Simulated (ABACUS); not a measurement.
Runs of ABACUS 3.10.1 on NaCl. Symmetry: Fm-3m, No. 225, cubic system. Conventional cell: a = 5.588 Å, b = 5.588 Å, c = 5.588 Å, α = 90.00°, β = 90.00°, γ = 90.00°. Cl (site symmetry m-3m) is surrounded by 6 Na at 2.79 Å. Around Na (site symmetry m-3m) lie 6 Cl at 2.79 Å. The cell is a database's computed one.

| task | level | potentials or basis | cell | k mesh | cutoff (eV) | max steps of the relaxation | force threshold | optimiser | stress threshold | SCF threshold on the density | gap on the mesh (eV) | pressure (GPa) | relaxed volume (Å³/atom) |
| --- | --- | --- | --- | --- | --- | --- | --- | --- | --- | --- | --- | --- | --- |
| relaxation of cell and atoms | AM05 | GBRV ultrasoft 1.5 PBEsol, plane waves | relaxed | 6 × 6 × 6 | 544 | 60 | 0.02 eV/Å | cg | 0.2 kbar | 1e-08 | (b) | 0.0 | 22.96 |
| single point | PBE | SPMS ONCV 1.0 PBE, TZDP LCAO (the cutoffs set its grid) | as given | 7 × 7 × 7 | 1361 | - | - | - | - | 1e-07 | 5.22 | 1.9 | - |
| single point | B86bPBE | SPMS ONCV 1.0 PBE, plane waves | as given | 6 × 6 × 6 | 1211 | - | - | - | - | 1e-08 | (c) | 2.1 | - |
| relaxation of cell and atoms | M06-L | SG15 ONCV 1.2 PBE, plane waves | relaxed | 5 × 5 × 5 | 1401 | 60 | 0.005 eV/Å | cg | 0.2 kbar | 1e-08 | 5.97 | 0.0 | 23.60 |
| single point | AM05 | GBRV ultrasoft 1.5 PBEsol, plane waves | as given | 6 × 6 × 6 | 544 | - | - | - | - | 1e-08 | 5.21 | (a) | - |

Alike in all rows: no spin polarisation; smearing fermi-dirac 0.05 eV.

Task: Fill in the values left out.

Result: (a) 1.3; (b) 5.03; (c) 5.25.

Caveats: the potentials were made for another functional, which shifts forces and pressure (some runs); the atomic orbitals were generated for these runs and aren't a published set (some runs); the basis of atomic orbitals isn't converged, which shifts pressures, moduli and gaps (some runs).

